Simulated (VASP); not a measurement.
# PbTe: convergence, elastic tensor

PbTe, Fm-3m (no. 225), 2 atoms in the cell. PBE, elastic tensor by finite differences; PAW potentials Pb_d, Te (PBE set). VASP 6.6.1.

Wanted: bulk modulus within 1.5 %; shear modulus within 3 %; lowest eigenvalue of the elastic tensor within 5 %.

Geometry: relaxed with this functional.

POSCAR:
```
TePb
1.0
    0.0000000000      3.2847186022      3.2847186022
    3.2847186022      0.0000000000      3.2847186022
    3.2847186022      3.2847186022      0.0000000000
Pb Te
1 1
Direct
    0.0000000000      0.0000000000      0.0000000000
    0.5000000000      0.5000000000      0.5000000000
```

The series start from Plane-wave cutoff (eV): 360; k mesh: 6x6x6; Precision mode: Accurate; Projectors in real space: False. Each series keeps the choices made before it, and each single choice may use up half of a tolerance.

## Plane-wave cutoff (eV)

| Plane-wave cutoff (eV) | Bulk modulus (GPa) | Shear modulus (GPa) | Lowest eigenvalue of the elastic tensor (GPa) | Time (s) |
|---|---|---|---|---|
| 240 | 46.66 | 29.05 | 18.74 | 43 |
| 290 | 37.42 | 23.05 | 13.29 | 64 |
| 360 | 40.19 | 24.95 | 15 | 85 |
| 430 | 39.08 | 24.09 | 14.22 | 85 |
| 530 (reference) | 38.98 | 24.04 | 14.18 | 134 |

Chosen: 430, the loosest value from which every tighter one stays within half of the tolerance.

## k mesh

| k mesh | Bulk modulus (GPa) | Shear modulus (GPa) | Lowest eigenvalue of the elastic tensor (GPa) | Time (s) |
|---|---|---|---|---|
| 4x4x4 | 39.13 | 26.44 | 15.61 | 49 |
| 6x6x6 | 39.08 | 24.09 | 14.22 | 85 |
| 8x8x8 | 38.98 | 24.14 | 14.26 | 164 |
| 10x10x10 (reference) | 38.92 | 24.19 | 14.27 | 259 |

Chosen: 6x6x6.

## Precision mode

| Precision mode | Bulk modulus (GPa) | Shear modulus (GPa) | Lowest eigenvalue of the elastic tensor (GPa) | Time (s) |
|---|---|---|---|---|
| Accurate | 39.08 | 24.09 | 14.22 | 85 |
| Normal | 39 | 24.02 | 14.16 | 52 |
| Single | 38.87 | 23.87 | 13.96 | 77 |

Chosen: Normal, the fastest of those that stay within half of the tolerance.

## Projectors in real space

| Projectors in real space | Bulk modulus (GPa) | Shear modulus (GPa) | Lowest eigenvalue of the elastic tensor (GPa) | Time (s) |
|---|---|---|---|---|
| False | 39 | 24.02 | 14.16 | 52 |
| Auto | 36.78 | 21.97 | 12.03 | 63 |

Chosen: False; no other choice that stays within half of the tolerance saves 30 % of the time.

## All choices together

| Input | Bulk modulus (GPa) | Shear modulus (GPa) | Lowest eigenvalue of the elastic tensor (GPa) | Time (s) |
|---|---|---|---|---|
| program defaults, KSPACING-like mesh of 0.5 per A (naive) | 47.28 | 30.74 | 19.16 | 9.0 |
| chosen settings | 39 | 24.02 | 14.16 | 52 |
| reference settings throughout | 38.82 | 24.14 | 14.22 | 426 |

The tolerance is met.

## The input

INCAR:
```
ALGO = Normal
EDIFF = 1E-7
ENCUT = 430
GGA = PE
IBRION = 6
ISIF = 3
ISMEAR = 0
KPAR = 2
LASPH = True
LCHARG = False
LREAL = False
LWAVE = False
NELM = 120
NFREE = 2
NSW = 1
POTIM = 0.015
PREC = Normal
SIGMA = 0.02
```

KPOINTS:
```
Automatic mesh
0
Gamma
  6 6 6
  0 0 0
```

Commands:
```
cat potpaw_PBE.64/Pb_d/POTCAR potpaw_PBE.64/Te/POTCAR > POTCAR
mpirun -np 2 vasp_std > vasp.out
```

The chosen input took VASP 6.6.1 52 s on 2 cores (AMD EPYC 9R45 (Zen 5)), a shared host.

## An input that fails: IBRION = 8, for which VASP prints no elastic tensor

It runs to its end, but its output holds no elastic tensor.

Changes against the starting input:
```
- IBRION = 6
+ IBRION = 8
```
